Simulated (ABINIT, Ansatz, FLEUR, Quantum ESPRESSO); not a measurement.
## FeO: programs and potentials compared

```xyz
2
Lattice="1.5188 0.8769 2.5196 -1.5188 0.8769 2.5196 0.0000 -1.7538 2.5196" Properties=species:S:1:pos:R:3 pbc="T T T"
Fe    0.0000    0.0000    0.0000
O     0.0000    0.0000    3.7794
```

Alike in all runs: task band structure; functional PBEsol; k mesh 11 × 11 × 11; occupations fermi-dirac, width 0.05 eV; collinear spin, ferromagnetic start; no spin-orbit coupling. Pressure is positive in compression and, in plane waves, holds the error of the finite cutoff, which Ansatz's Pulay term estimates and takes out.

```tsv
program and potentials	plane-wave cutoff (eV)	notes	pressure (GPa)	net moment per atom (μB)
Quantum ESPRESSO, GBRV 1.5 PBEsol	762	-	-9.35	2.00
ABINIT, JTH PAW PBE v2.0	707	potentials made for PBE	-9.87	2.00
FLEUR, all-electron, FLAPW	-	-	-	2.00
Ansatz, all-electron LAPW, scalar-relativistic	-	-	-9.49	2.00
Ansatz, PAW datasets made for the crystal	400	-	-9.49	2.00
```

The pressure spans -9.87 (ABINIT, JTH PAW PBE v2.0) to -9.35 GPa (Quantum ESPRESSO, GBRV 1.5 PBEsol), with all-electron results at -9.49. All agree on the net moment per atom. The state is the one that the start led to, which needn't be the lowest.

Differences between rows come from potentials, basis sets and numerical settings, since the functional is the same but for its coding. Runs on potential files found faulty are left out.
